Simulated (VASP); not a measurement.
# Au (Fm-3m) in VASP: a series of runs

One crystal, Au, is run at these levels: PBE; tasks: relaxation of cell and atoms.

Everything below comes from runs of VASP 6.6.1. Logs are shortened: lines on timing, memory, paths and dates and some standing lists are left out, and cuts for length are marked.

**1. Starting point**

It takes space group Fm-3m (No. 225, cubic). Conventional cell: a = 4.171 Å, b = 4.171 Å, c = 4.171 Å, α = 90.00°, β = 90.00°, γ = 90.00°. Around Au (site symmetry m-3m) lie 12 Au at 2.95 Å.

**2. Relaxation of cell and atoms, PBE**

INCAR reads:

```
PREC = Accurate
ENCUT = 600
EDIFF = 1E-6
ISMEAR = 1
SIGMA = 0.1
LREAL = False
LASPH = True
NELM = 120
ALGO = Fast
ISIF = 3
LWAVE = False
LCHARG = False
GGA = PE
IBRION = 2
NSW = 80
EDIFFG = -0.005
KPAR = 2
```

KPOINTS reads:

```
Automatic mesh
0
Gamma
  18 18 18
```

POSCAR reads:

```
Au
1.0
    0.0000000000      2.0856443000      2.0856443000
    2.0856443000      0.0000000000      2.0856443000
    2.0856443000      2.0856443000      0.0000000000
Au
1
Direct
    0.0000000000      0.0000000000      0.0000000000
```

Potentials or basis: VASP PAW PBE potentials, release 64 (Au).

Command:

```
cat potpaw_PBE.64/Au/POTCAR > POTCAR
mpirun -np 2 vasp_std > vasp.out
```

OUTCAR:

```text
PREC = Accurate
   ENCUT = 600
   EDIFF = 1E-6
   ISMEAR = 1
   LREAL = False
   LASPH = True
   NELM = 120
   ISIF = 3
   GGA = PE
   IBRION = 2
   NSW = 80
   EDIFFG = -0.005

 ion  position               nearest neighbor table
   1  0.000  0.000  0.000-

  LATTYP: Found a face centered cubic cell.
 ALAT       =     4.1712886000

  Lattice vectors:

 A1 = (   0.0000000000,   2.0856443000,   2.0856443000)
 A2 = (   2.0856443000,   0.0000000000,   2.0856443000)
 A3 = (   2.0856443000,   2.0856443000,   0.0000000000)

Analysis of symmetry for initial positions (statically):
=====================================================================
 Subroutine PRICEL returns:
 Original cell was already a primitive cell.

 Routine SETGRP: Setting up the symmetry group for a
 face centered cubic supercell.

 Subroutine GETGRP returns: Found 48 space group operations
 (whereof 48 operations were pure point group operations)
 out of a pool of 48 trial point group operations.

The static configuration has the point symmetry O_h .

Analysis of symmetry for dynamics (positions and initial velocities):
=====================================================================
 Subroutine PRICEL returns:
 Original cell was already a primitive cell.

 Routine SETGRP: Setting up the symmetry group for a
 face centered cubic supercell.

 Subroutine GETGRP returns: Found 48 space group operations
 (whereof 48 operations were pure point group operations)
 out of a pool of 48 trial point group operations.

The dynamic configuration has the point symmetry O_h .

 Subroutine INISYM returns: Found 48 space group operations
 (whereof 48 operations are pure point group operations),
 and found     1 'primitive' translations

----------------------------------------------------------------------------------------

                                     Primitive cell

  volume of cell :      18.1447

  direct lattice vectors                    reciprocal lattice vectors
     0.000000000  2.085644300  2.085644300    -0.239734072  0.239734072  0.239734072
     2.085644300  0.000000000  2.085644300     0.239734072 -0.239734072  0.239734072
     2.085644300  2.085644300  0.000000000     0.239734072  0.239734072 -0.239734072

  length of vectors
     2.949546455  2.949546455  2.949546455     0.415231592  0.415231592  0.415231592

  position of ions in fractional coordinates (direct lattice)
     0.000000000  0.000000000  0.000000000

  ion indices of the primitive-cell ions
   primitive index   ion index
                 1           1

----------------------------------------------------------------------------------------

 KPOINTS: Automatic mesh

Automatic generation of k-mesh.
 Grid dimensions read from file:
 generate k-points for:   18   18   18

 Generating k-lattice:

  Cartesian coordinates                     Fractional coordinates (reciprocal lattice)
    -0.013318560  0.013318560  0.013318560     0.055555556  0.000000000  0.000000000
     0.013318560 -0.013318560  0.013318560     0.000000000  0.055555556  0.000000000
     0.013318560  0.013318560 -0.013318560     0.000000000  0.000000000  0.055555556

  Length of vectors
     0.023068422  0.023068422  0.023068422

  Shift w.r.t. Gamma in fractional coordinates (k-lattice)
     0.000000000  0.000000000  0.000000000

 Subroutine IBZKPT returns following result:
 ===========================================

 Found    195 irreducible k-points:

 Following reciprocal coordinates:
            Coordinates               Weight
  0.000000  0.000000  0.000000      1.000000
  0.055556  0.000000  0.000000      8.000000
  0.111111  0.000000  0.000000      8.000000
  0.166667  0.000000  0.000000      8.000000
  0.222222  0.000000  0.000000      8.000000
  0.277778  0.000000  0.000000      8.000000
[... 16 lines left out ...]
 -0.277778  0.055556  0.000000     24.000000
 -0.222222  0.055556  0.000000     24.000000
 [... further k-points ...]
   k-points           NKPTS =    195   k-points in BZ     NKDIM =    195   number of bands    NBANDS=      9
   number of dos      NEDOS =    301   number of ions     NIONS =      1
   total plane-waves  NPLWV =  13824
   dimension x,y,z NGX =    24 NGY =   24 NGZ =   24
   dimension x,y,z NGXF=    48 NGYF=   48 NGZF=   48
   ions per type =               1
   NGX,Y,Z   is equivalent  to a cutoff of  13.53, 13.53, 13.53 a.u.
   NGXF,Y,Z  is equivalent  to a cutoff of  27.05, 27.05, 27.05 a.u.
 SYSTEM =  unknown system
   PREC   = accura    normal or accurate (medium, high low for compatibility)
   ISTART =      0    job   : 0-new  1-cont  2-samecut
   ICHARG =      2    charge: 1-file 2-atom 10-const
   ISPIN  =      1    spin polarized calculation?
   LNONCOLLINEAR =      F non collinear calculations
   LSORBIT =      F    spin-orbit coupling
   LASPH  =      T    aspherical Exc in radial PAW
   ENCUT  =  600.0 eV  44.10 Ry    6.64 a.u.   5.89  5.89  5.89*2*pi/ulx,y,z
   NELM   =    120;   NELMIN=  2; NELMDL= -5     # of ELM steps
   EDIFF  = 0.1E-05   stopping-criterion for ELM
   LREAL  =      F    real-space projection
   EDIFFG = -.5E-02   stopping-criterion for IOM
   NSW    =     80    number of steps for IOM
   IBRION =      2    ionic relax: 0-MD 1-quasi-New 2-CG
   NFREE  =      1    steps in history (QN), initial steepest desc. (CG)
   ISIF   =      3    stress and relaxation
   ISYM   =      2    0-nonsym 1-usesym 2-fastsym
   POTIM  = 0.5000    time-step for ionic-motion
   TEBEG  =    0.0;   TEEND  =   0.0 temperature during run
   PSTRESS=    0.0 pullay stress
   NELECT =      11.0000    total number of electrons
   NUPDOWN=      -1.0000    fix difference up-down
   EMIN   =  10.00;   EMAX   =-10.00  energy-range for DOS
   EFERMI =   0.00;   METHOD = LEGACY
   ISMEAR =     1;   SIGMA  =   0.10  broadening in eV -4-tet -1-fermi 0-gaus
   EFERMI_NEDOS =   21; number of points for ismear=-14 and -15
   IALGO  =     68    algorithm
   IMIX   =      4    mixing-type and parameters
     AMIX     =   0.40;   BMIX     =  1.00
     AMIX_MAG =   1.60;   BMIX_MAG =  1.00
  volume/ion in A,a.u.               =      18.14       122.45
  Fermi-wavevector in a.u.,A,eV,Ry     =   1.385550  2.618310 26.119762  1.919748
  Thomas-Fermi vector in A             =   2.509949
   LORBIT       =      0    0 simple, 1 ext, 2 COOP (PROOUT), +10 PAW based schemes
   GGA     = PE    functional components
   LHFCALC =     F    Hartree Fock is set to
   AEXX    =    0.0000 exact exchange contribution
   IVDW    =     0    specifies the selected vdW correction
   LEPSILON=     F    determine dielectric tensor
   LRPA    =     F    only Hartree local field effects (RPA)
 conjugate gradient relaxation of ions
 non-spin polarized calculation
 RMM-DIIS sequential band-by-band and
 Methfessel and Paxton  Order N= 1 SIGMA  =   0.10
  energy-cutoff  :      600.00
  volume of cell :       18.14
 maximum number of plane-waves:       620
   NGX = 11   NGY = 11   NGZ = 11

--------------------------------------- Ionic step        1  -------------------------------------------

 number of electron      11.0000001 magnetization

 Free energy of the ion-electron system (eV)
  ---------------------------------------------------
  ext. energy  EPLUGINS =         0.00000000
  ---------------------------------------------------
  free energy    TOTEN  =        -3.22077468 eV

  energy without entropy =       -3.22068601  energy(sigma->0) =       -3.22074513

------------------------ aborting loop because EDIFF is reached ----------------------------------------

  FORCE on cell =-STRESS in cart. coord.  units (eV):
  Direction    XX          YY          ZZ          XY          YZ          ZX
  --------------------------------------------------------------------------------------
  -------------------------------------------------------------------------------------
  Total       -0.1555244     -0.1555244     -0.1555244     -0.0000000     -0.0000000      0.0000000
  in kB      -13.7327767    -13.7327767    -13.7327767     -0.0000000     -0.0000000      0.0000000
  external PRESSURE =     -13.7327767 kB  Pullay stress =       0.0000000 kB
[... 55 lines left out ...]
  energy  without entropy=       -3.2203971116  energy(sigma->0) =       -3.22049191

--------------------------------------- Ionic step        3  -------------------------------------------

 number of electron      11.0000002 magnetization

 Free energy of the ion-electron system (eV)
  ---------------------------------------------------
  ext. energy  EPLUGINS =         0.00000000
  ---------------------------------------------------
  free energy    TOTEN  =        -3.22167358 eV

  energy without entropy =       -3.22155383  energy(sigma->0) =       -3.22163366

 E-fermi :   8.5837     XC(G=0): -12.4068

 val. band max:        8.5684912791   @ k =   0.5000   0.2778   0.1111
 cond. band min:       8.6118222561   @ k =   0.5000   0.1667   0.0556
 fundamental gap:      0.0433309770
 Fermi energy:         8.5837108492

 k-point     1 :       0.0000    0.0000    0.0000
  band No.  band energies     occupation
      1      -0.6871      2.00000
      2       4.2088      2.00000
      3       4.2088      2.00000
      4       4.2088      2.00000
      5       5.5900      2.00000
      6       5.5900      2.00000
      7      23.2105      0.00000
      8      26.9107      0.00000
      9      26.9107      0.00000
[... 265 lines left out ...]
 k-point    24 :      -0.2222    0.0556    0.0000
  band No.  band energies     occupation
      1       1.0354      2.00000
      2       3.9788      2.00000
      3       4.4921      2.00000
      4       4.5244      2.00000
      5       5.5105      2.00000
      6       5.9495      2.00000
      7      19.8719      0.00000
      8      24.1244      0.00000
      9      26.6601      0.00000

 [... further k-points ...]
[... 5 lines left out ...]
  --------------------------------------------------------------------------------------
  -------------------------------------------------------------------------------------
  Total       -0.0021163     -0.0021163     -0.0021163      0.0000000      0.0000000     -0.0000000
  in kB       -0.1888739     -0.1888739     -0.1888739      0.0000000      0.0000000     -0.0000000
  external PRESSURE =      -0.1888739 kB  Pullay stress =       0.0000000 kB
[... 16 lines left out ...]
  FREE ENERGIE OF THE ION-ELECTRON SYSTEM (eV)
  ---------------------------------------------------
  free  energy   TOTEN  =        -3.2216735759 eV

  energy  without entropy=       -3.2215538255  energy(sigma->0) =       -3.22163366

 reached required accuracy - stopping structural energy minimisation
```

It took 12 s on 2 MPI ranks of Intel Xeon 6975P-C (Granite Rapids), shared host; peak memory 0.16 GiB.

Results:

| Item | Value |
| --- | --- |
| Free energy | -3.2217 eV |
| Relaxed volume | 17.95 Å³/atom |
| Relaxed cell | a = 2.939 Å, b = 2.939 Å, c = 2.939 Å, α = 60.00°, β = 60.00°, γ = 60.00° |
| Space group after relaxing (to 0.05 Å) | Fm-3m (No. 225) |
| Energy gained by relaxing | 0.9 meV/atom |
| Ionic steps | 3 |
| Pressure after relaxing | 0.0 GPa |
| Band gap on the k mesh | none (metal or under the smearing width) |

Step by step:
| step | energy change (eV) | largest force (eV/Å) | pressure (GPa) | volume (Å³) |
| --- | --- | --- | --- | --- |
| 1 | 0.0000 | 0.0000 | -1.37 | 18.14 |
| 2 | 0.0002 | 0.0000 | 1.65 | 17.74 |
| 3 | -0.0009 | 0.0000 | -0.02 | 17.95 |

Final structure:
```yaml
crystal:
  lattice:
    - [0.00000, 2.07823, 2.07823]
    - [2.07823, 0.00000, 2.07823]
    - [2.07823, 2.07823, 0.00000]
  atoms:
    - { symbol: Au, position: [0.00000, 0.00000, 0.00000] }
```

**3. Relaxation of cell and atoms, PBE**

This run uses another cell than the first one, of 17.95 Å³/atom, 0.989 times its volume.

INCAR is that of step 2.

KPOINTS is that of step 2.

POSCAR reads:

```
Au                                      
1.0
   -0.0000000000      2.0782320464      2.0782320464
    2.0782320464     -0.0000000000      2.0782320464
    2.0782320464      2.0782320464      0.0000000000
  Au            
     1
Direct
     0.0000000000000000    0.0000000000000000    0.0000000000000000
```

Potentials or basis: VASP PAW PBE potentials, release 64 (Au).

Command:

```
cat potpaw_PBE.64/Au/POTCAR > POTCAR
mpirun -np 2 vasp_std > vasp.out
```

Wall time 11 s (2 MPI ranks of Intel Xeon 6975P-C (Granite Rapids), shared host); peak memory 0.16 GiB.

Results (log left out):

| Item | Value |
| --- | --- |
| Free energy | -3.2216 eV |
| Relaxed volume | 17.96 Å³/atom |
| Relaxed cell | a = 2.939 Å, b = 2.939 Å, c = 2.939 Å, α = 60.00°, β = 60.00°, γ = 60.00° |
| Space group after relaxing (to 0.05 Å) | Fm-3m (No. 225) |
| Energy gained by relaxing | 0.0 meV/atom |
| Ionic steps | 3 |
| Pressure after relaxing | 0.0 GPa |
| Band gap on the k mesh | none (metal or under the smearing width) |

Final structure:
```
Au
1.0
     0.00000    2.07839    2.07839
     2.07839    0.00000    2.07839
     2.07839    2.07839    0.00000
Au
1
Direct
  0.00000 0.00000 0.00000
```

Levels at points of the mesh, in eV from the Fermi level:
```csv
k point,band 3,band 4,band 5,band 6,band 7,band 8,band 9
"(0.00, 0.00, 0.00)",-4.37,-4.37,-2.99,-2.99,14.63,18.33,18.33
"(0.50, 0.00, 0.00)",-4.40,-1.90,-1.90,-0.67,2.84,14.07,16.78
"(0.50, 0.50, 0.00)",-1.94,-1.61,-1.61,1.21,5.41,9.91,9.91
```
